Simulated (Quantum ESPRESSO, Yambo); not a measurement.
# Quasiparticle gap of ZnSe (Stilleite) in Yambo, part 3 of 3

Wanted: ground state, empty states, screening and self-energy for ZnSe (Stilleite).

Quantum ESPRESSO 7.5 and Yambo 5.3.0; PBE and many-body steps on it, plane waves. Known limits of the many-body steps: not at the basis limit; exchange with frozen shells missing; coarse k mesh.

So far. Step 3 (Bands along the symmetry lines): The gap is 1.164 eV, as in the run before at this level. Step 4 (Empty states on the mesh, 4×4×4 mesh, 274 bands): On this mesh the gap is 1.164 eV.

## (6) Screening and self-energy, 4×4×4 mesh, 274 bands, screening to 142.9 eV

G0W0 replaces the xc potential by the self-energy, built once from these orbitals. Only a window of levels is corrected, while the sums run over the empty bands that the input names.

This step: G0W0 on PBE with spin-orbit coupling, plane waves, norm-conserving pseudopotentials.

File gw4.in:

```
HF_and_locXC
gw0
dyson
ppa
em1d
rim_cut
RandQpts= 1000000
RandGvec= 1 RL
EXXRLvcs= 78 Ry
VXCRLvcs= 312 Ry
Chimod= "HARTREE"
% BndsRnXp
 1 | 274 |
%
NGsBlkXp= 10.5 Ry
% LongDrXp
 1 | 1 | 1 |
%
% GbndRnge
 1 | 274 |
%
DysSolver= "n"
ExtendOut
PPAPntXp= 27.21138 eV
% QPkrange
 1 | 1 | 33 | 40 |
%
```

Launch:

```bash
> OMP_NUM_THREADS=1 mpirun -n 4 yambo -F gw4.in -J gw4 -C gw4 > gw4.log
```

What it wrote:

```text
 Yambo, version 5.3.0

 [02] CORE Variables Setup
 =========================

  [... cell, symmetries and grids as in the set-up ...]

  [02.05] Energies & Occupations
  ==============================

  [X] === General ===
  [X] Electronic Temperature                        :  0.000000  0.000000 [eV K]
  [X] Bosonic    Temperature                        :  0.000000  0.000000 [eV K]
  [X] Finite Temperature mode                       : no
  [X] El. density                                   :  0.79098E+24 [cm-3]
  [X] Fermi Level                                   :  8.517199 [eV]

  [X] === Gaps and Widths ===
  [X] Conduction Band Min                           :  1.163686 [eV]
  [X] Valence Band Max                              :  0.000000 [eV]
  [X] Filled Bands                                  :   36
  [X] Empty Bands                                   :   37  274
  [X] Direct Gap                                    :  1.163686 [eV]
  [X] Direct Gap localized at k                     :  1
  [X] Indirect Gap                                  :  1.163686 [eV]
  [X] Indirect Gap between kpts                     :  1  1
  [X] Last valence band width                       :  2.753721 [eV]
  [X] 1st conduction band width                     :  4.095292 [eV]

 [03] Transferred momenta grid and indexing
 ==========================================

 IBZ Q-points                                      :   8
 BZ  Q-points                                      :   64

 K/Q-points units:
 rlu = crystal or reduced units; cc = cartesian coordinates; iku = interal k-units

 Q [1]          [rlu]:  0.000000  0.000000  0.000000
 Q [2]          [rlu]:  0.33641E-17  0.33641E-17  0.25000
 Q [3]          [rlu]: -0.67283E-17 -0.67283E-17 -0.50000
 Q [4]          [rlu]: -0.60307E-17  0.25000      0.25000
 Q [5]          [rlu]: -0.10514E-16  0.25000      0.50000
 Q [6]          [rlu]: -0.67283E-17  0.25000     -0.25000
 Q [7]          [rlu]:  0.12061E-16 -0.50000     -0.50000
 Q [8]          [rlu]:  0.250000 -0.500000 -0.250000

 [04] Coloumb potential Random Integration (RIM)
 ===============================================

  [04.01] RIM initialization
  ==========================

  * Diagonal components only detected *

  8 x (sBL volume)        :  0.100952 [a.u.]
  sBZ random points       :  1000000
  Points outside the sBZ  :   7968281
  RL volume               :  0.807617 [a.u.]
  Integrated volume       :  0.810832 [a.u.]

  [04.02] RIM integrals
  =====================

  Gamma point sphere radius             :  0.084461 [a.u.]
  Points outside the sphere             :   800476
  [Int_sBZ(q=0) 1/q^2]*(Vol_sBZ)^(-1/3) =:  7.776341
                                 should be <:  7.795600

  Summary of Coulomb integrals for non-metallic bands |Q|[au] RIM/Bare

  Q [1] 0.100000E-4 0.997530 * Q [2] 0.254029 1.068455
  Q [4] 0.293327 1.068048 * Q [6] 0.414827 1.030576
  Q [5] 0.486428 1.023062 * Q [3] 0.508057 1.020719
  Q [7] 0.586654 1.016898 * Q [8] 0.655899 1.013831

 [05] Dipoles
 ============

  [05.01] Setup: observables and procedures
  =========================================

  [WARNING] [x,Vnl] slows the Dipoles computation. To neglect it rename the ns.kb_pp file

 [06] Dynamic Dielectric Matrix (PPA)
 ====================================

 [WR./gw4//ndb.pp]---------------------------------------------------------------
  Brillouin Zone Q/K grids (IBZ/BZ)                :    8   64    8   64
  RL vectors                                       :   4477 [WF]
  Coulomb cutoff potential                         : none
  Electronic Temperature                           :  0.000000 [K]
  Bosonic    Temperature                           :  0.000000 [K]
  PPA    diel. fun.  energies                      : Perdew, Burke & Ernzerhof(X)+Perdew, Burke & Ernzerhof(C)
  wavefunctions                                    : Perdew, Burke & Ernzerhof(X)+Perdew, Burke & Ernzerhof(C)
  Global Gauge                                     : length
  X matrix size                                    :  181
  X band range                                     :    1  274
  X e/h energy range                               : -1.000000 -1.000000 [eV]
  X Time ordering                                  : R
  X Hxc Kernel                                     : HARTREE
  X Drude frequency                                :  0.000000  0.000000
  X poles                                          :  100.0000 [o/o]
  RL vectors in the sum                            :   4477
  [r,Vnl] included                                 : yes
  Field direction                                  :  0.577350E-5  0.577350E-5  0.577350E-5
  BZ energy Double Grid                            : no
  BZ energy DbGd points                            : 0
  BZ Q point size factor                           : -1.000000
  X Optical Averaged directions                    : none

 [07] Local Exchange-Correlation + Non-Local Fock
 ================================================

 [VXC] Plane waves :  28571
 [EXS] Plane waves :   3647

 QP @ state[ 1 ] K range:  1  1
 QP @ state[ 1 ] b range:   33   40

 [xc] Functional : Perdew, Burke & Ernzerhof(X)+Perdew, Burke & Ernzerhof(C)
 [xc] LIBXC used to calculate xc functional
  PP Number of Atomic Species                      :  2
  NLCC RL compoments                               :  28571
  PP Number of Atomic Species                      :  2
  NLCC RL compoments                               :  28571

 [xc] E_xc :  -30.54426 [Ha]
      E_xc :  -61.08852 [Ry]

  Local XC kind (lXC) : Perdew, Burke & Ernzerhof(X)+Perdew, Burke & Ernzerhof(C)
  Non-Local XC kind (nlXC) : Hartree-Fock

  Corrections @ K [1] :  [eV]
 <33|nlXC|33> = -20.13324  0.97191E-17 <33|lXC|33> = -16.44011 -0.70806E-16
 <34|nlXC|34> = -20.13323 -0.23807E-17 <34|lXC|34> = -16.44011 -0.94408E-16
 <35|nlXC|35> = -20.13320  0.58161E-17 <35|lXC|35> = -16.44011  0.18882E-15
 <36|nlXC|36> = -20.13323 -0.41742E-17 <36|lXC|36> = -16.44011 -0.18882E-15
 <37|nlXC|37> = -8.958693  0.94494E-18 <37|lXC|37> = -12.62482  0.000000
 <38|nlXC|38> = -8.958693  0.15246E-17 <38|lXC|38> = -12.62482 -0.56645E-15
 <39|nlXC|39> = -6.083937  0.22734E-17 <39|lXC|39> = -10.92160 -0.18882E-15
 <40|nlXC|40> = -6.083936 -0.28454E-18 <40|lXC|40> = -10.92159 -0.94408E-16

 [08] Dyson equation: Newton solver
 ==================================

  [08.01] G0W0 (W PPA)
  ====================

  [  GW  ] Bands range     :    1  274
  [GW/PPA] G damping       :  0.100000 [eV]

  QP @ state[ 1 ] K range:  1  1
  QP @ state[ 1 ] b range:   33   40

   Sc/G bands                                       :    1  274
   Sc/G damping                                     :  0.100000 ev
   Sc bands terminator                              : no
   Sx RL components                                 :   3647

   QP @ state[ 1 ] K range                          :  1  1
   QP @ state[ 1 ] b range                          :   33   40
   GF energies kind                                 : Perdew, Burke & Ernzerhof(X)+Perdew, Burke & Ernzerhof(C)
   GF WF`s kind                                     : Perdew, Burke & Ernzerhof(X)+Perdew, Burke & Ernzerhof(C)
   Xs energies kind                                 : Perdew, Burke & Ernzerhof(X)+Perdew, Burke & Ernzerhof(C)
   Xs WF`s kind                                     : Perdew, Burke & Ernzerhof(X)+Perdew, Burke & Ernzerhof(C)

 [11] Game Over & Game summary
```

It took 6.1 min on 4 MPI ranks of Arm Neoverse V2, shared host; peak memory 3.3 GiB; 24 min of CPU time.

Numbers from this step:

| Item | Value |
| --- | --- |
| G0W0 gap on the points computed | 2.413 eV |
| starting gap on the mesh | 1.164 eV |
| k of the valence top | 0, 0, 0 |
| k of the conduction bottom | 0, 0, 0 |
| least direct G0W0 gap on the computed points | 2.413 eV |
| Z at the valence top | 0.7975 |
| Z at the conduction bottom | 0.8127 |

The gap on the mesh goes from 1.16 eV to 2.41 eV, a correction of +1.25 eV.

Limits: finite bands, cutoff and mesh; exchange with frozen shells missing; coarse k mesh. v1 is the top filled band, c1 the lowest empty one. Levels before and after the correction, in eV, zero at the valence-band top of each column:

```
           conduction bottom  valence top
Kohn-Sham               1.16         0.00
     G0W0               2.41         0.00
```

```
             level  energy (eV)
Kohn-Sham  Γ v4-v1        0.000
Kohn-Sham  Γ c1-c2        1.164
Kohn-Sham  Γ c3-c4        5.588
     G0W0  Γ v4-v1        0.000
     G0W0  Γ c1-c2        2.413
     G0W0  Γ c3-c4        7.273
```

## (7) Where the time went

Times are wall times on the hardware named with each run, good to a factor of about two.

| step | time | share | memory (GiB) |
| --- | --- | --- | --- |
| ground state | 25 s | 6 % | 0.51 |
| bands along the symmetry lines | 21 s | 5 % | 0.36 |
| empty states on the mesh | 41 s | 9 % | 0.89 |
| conversion and set-up | 2.7 s | 1 % | 0.25 |
| screening and self-energy | 6.1 min | 80 % | 3.3 |

## (8) Summary of results

| Item | Value |
| --- | --- |
| PBE gap | 1.16 eV, direct |
| G0W0 gap on the mesh | 2.41 eV |
| GW settings | 4×4×4 mesh, 274 bands, screening to 142.9 eV, Godby-Needs plasmon pole |
| known limits | not at the basis limit; exchange with frozen shells missing; coarse k mesh |

**Reading.** G0W0 moves the gap on the mesh from 1.16 eV to 2.41 eV (+1.25 eV), with Z of 0.80 and 0.81 at the edges. Only 1 of the mesh's irreducible points was corrected, so a valley elsewhere could overtake. The dearest step here is «screening and self-energy». Against experiment, by G0W0@PBE: the direct gap of 2.41 eV lies −0.28 eV from the measured 2.695 ± 0.003 eV (exciton, 300 K, 2023). An exciton line or allowed optical edge lies below the quasiparticle gap by the binding energy; a forbidden edge can push the onset above it. The calculation has static nuclei and no excitons; a measured gap holds zero-point and thermal motion, which mostly lowers it. Bands and cutoff are finite, so the gap is not at the basis limit. The miss can reach some tenths of an eV and take either sign; the mesh is an error of its own. In the G0W0 run levels were corrected at 1 k point alone, so a gap called «on the mesh» is the least over those, and an edge elsewhere would be missed. The 4×4×4 mesh is coarse for this cell, which bears on the long-range parts of exchange and screening. The norm-conserving file of at least one element keeps a d shell over frozen s and p shells of the same row. Exchange with those shells is missing from the self-energy, an error of 0.3 to 0.9 eV in cases checked, whose sign depends on which edge lies on those atoms.

[Paths, hosts, dates, memory and timing lines, banners, echoed tables and standing remarks are left out of the program output.]

[Logs are printed without paths, hosts, clocks, repeated set-up lines and the standing remarks that a program may print on its own settings, such as how far it seeks lower states.]

[Runs of the session that timed out or met a known fault of the program may be left out.]

[Hosts, paths, dates, database ids (printed as entryN), source tags and the programs' standing remarks are cut or masked in the printed files.]
